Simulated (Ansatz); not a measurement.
## MoS2: random displacements

These are results of DFT PBEsol, scalar-relativistic, plane waves, PAW in Ansatz, not measurements. Settings: plane waves to 420 eV, k-mesh 12×12×1 (Γ-centred), Gaussian smearing 0.05 eV. No spin polarisation. Energies are free energies at this smearing, counted from the undisturbed cell; pressure is positive in compression.

The starting cell (relaxed at this level; this form isn't the usual structure):

```xyz
9
Lattice="3.1407 0.0000 0.0000 -1.5704 2.7200 0.0000 0.0000 0.0000 28.0139" Properties=species:S:1:pos:R:3 pbc="T T T"
Mo    1.5704    0.9067    0.0000
Mo    0.0000    1.8133   21.7257
Mo    0.0000    1.8133    6.2882
S     0.0000    1.8133    1.5593
S     1.5704    0.9067   23.2851
S     1.5704    0.9067    7.8463
S     0.0000    1.8133   26.4546
S     1.5704    0.9067   20.1677
S     1.5704    0.9067    4.7288
```

The cell holds layers and no dispersion correction was added, so their binding is poorly described.

The atoms are displaced (Å, in the unstrained cell):

| atom | ux | uy | uz |
| --- | --- | --- | --- |
| Mo1 | 0.266 | 0.015 | -0.335 |
| Mo2 | -0.028 | -0.123 | -0.072 |
| Mo3 | -0.074 | 0.387 | 0.180 |
| S4 | -0.512 | -0.293 | 0.314 |
| S5 | -0.166 | -0.030 | 0.033 |
| S6 | 0.322 | -0.374 | -0.328 |
| S7 | 0.131 | 0.240 | 0.271 |
| S8 | 0.168 | 0.142 | -0.319 |
| S9 | -0.106 | 0.035 | 0.256 |

Strain (Voigt, engineering shear): (-0.0093, 0.0374, 0.0208, 0.0329, 0.0240, 0.1636).

Q: What are the energy change, the stress and the forces?

A: ΔE = 1726.9 meV/atom; stress (xx, yy, zz, yz, xz, xy; compression positive) (7.59, 29.07, 16.66, 16.04, 10.19, 4.57) GPa.
```
atom Fx (eV/Å) Fy Fz
 Mo1       1.77    4.47    8.06
 Mo2      -0.27    2.14   -1.40
 Mo3      -9.12  -25.26  -19.63
  S4       0.17   -0.06   -1.57
  S5       1.09   -1.14   -1.80
  S6       9.24   22.64   23.74
  S7      -1.91   -4.41   -6.54
  S8      -0.83   -1.00    3.23
  S9      -0.14    2.60   -4.09
```

Cost: 1 run of about 2.3 core-minutes, on Intel Xeon Processor @ 2.50GHz (Skylake/Cascade Lake) (shared hosts).